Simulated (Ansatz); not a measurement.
# Mo: a tetragonal deformation path

The task here is to estimate one member of a computed series from the others.

The COD entry's cell or inner coordinates are ideal or old and differ from later refinements, so a difference from it is no clean test against experiment.

Method: DFT PBE, scalar-relativistic, plane waves, PAW, in Ansatz 0.2.0.

## The structure to begin with

Symmetry: Im-3m, No. 229, cubic system. The conventional cell has a = 3.142 Å, b = 3.142 Å, c = 3.142 Å, α = 90.00°, β = 90.00°, γ = 90.00°. Around Mo (site symmetry m-3m) lie 8 Mo at 2.72 Å.

Structure file:

```cif
data_structure
_symmetry_space_group_name_H-M 'P 1'
_symmetry_Int_Tables_number 1
_cell_length_a 2.7211
_cell_length_b 2.7211
_cell_length_c 2.7211
_cell_angle_alpha 109.471
_cell_angle_beta 109.471
_cell_angle_gamma 109.471
_cell_volume 15.51
loop_
_atom_site_label
_atom_site_type_symbol
_atom_site_fract_x
_atom_site_fract_y
_atom_site_fract_z
_atom_site_occupancy
Mo1 Mo 0.00000 0.00000 0.00000 1
```

No relaxation comes first: the listed cell is the starting point.

## Zero of energy

Reference values: F = -4956.0210 eV; pressure 4.85 GPa; largest force 0.000 eV/Å; gap on the mesh none (metal). It was computed beforehand with the settings of the runs below.

The first run:

At fixed volume and fractional coordinates, lengths along (0.000, 0.000, 1.000) are scaled against those across it; ρ is that ratio over its starting value.

File input.yaml:

```yaml
crystal:
  lattice:
    - [-1.7634766507, 1.7634766507, 1.2467779921]
    - [1.7634766507, -1.7634766507, 1.2467779921]
    - [1.7634766507, 1.7634766507, -1.2467779921]
  atoms:
    - { symbol: Mo, position: [0.0, 0.0, 0.0] }
basis:
  ecutwfc: 420
kpoints:
  mp_grid: { grid: [24, 24, 24] }
hamiltonian:
  xc: pbe
scf:
  occupations: { method: gaussian, width: 0.15 }
output:
  forces: true
  stress: true
  eigenvalues: true
```

Command:

```console
ansatz run input.yaml --threads 1 --pin off --max-ram 2560MiB --backend cpu --events-out ev --progress --plain --runs-dir out
```

Among the steps run: Point ρ = 0.707; ρ = 1.414; ρ = 0.850; ρ = 1.200; ρ = 0.780; ρ = 1.300; At ρ = 0.920; ρ = 1.100; Point ρ = 0.650; At ρ = 1.500; ρ = 0.960; Point ρ = 1.050.

One of the session's tables, all rows but one given; the rest of the session is left out.

```
    ρ  ΔE (meV/atom)  pressure (GPa)
0.650          910.3            26.1
0.707          622.7            18.1
0.780          419.4            11.7
0.850          239.4             7.9
0.920           70.7             5.8
0.960           16.9             5.1
1.000            0.0             4.8
1.050              ?               ?
1.100           85.4             5.9
1.200          256.4             7.9
1.300          380.9             8.5
1.414          429.6             8.5
1.500          411.4             8.6
```

Q: Estimate the row for ρ = 1.050 from the others.

Worked estimate for «ΔE (meV/atom)». A straight line through the neighbours (1.000, 0.0) and (1.100, 85.4) gives 0.0 + (85.4 − 0.0) × (1.050 − 1.000) / (1.100 − 1.000) = 42.7; a parabola fitted to 4 rows on both sides gives 31.3.

**Answer.** ΔE (meV/atom): 23.3; pressure (GPa): 5.2. In «ΔE (meV/atom)» the line misses by +19.4 and the parabola by +8.0.
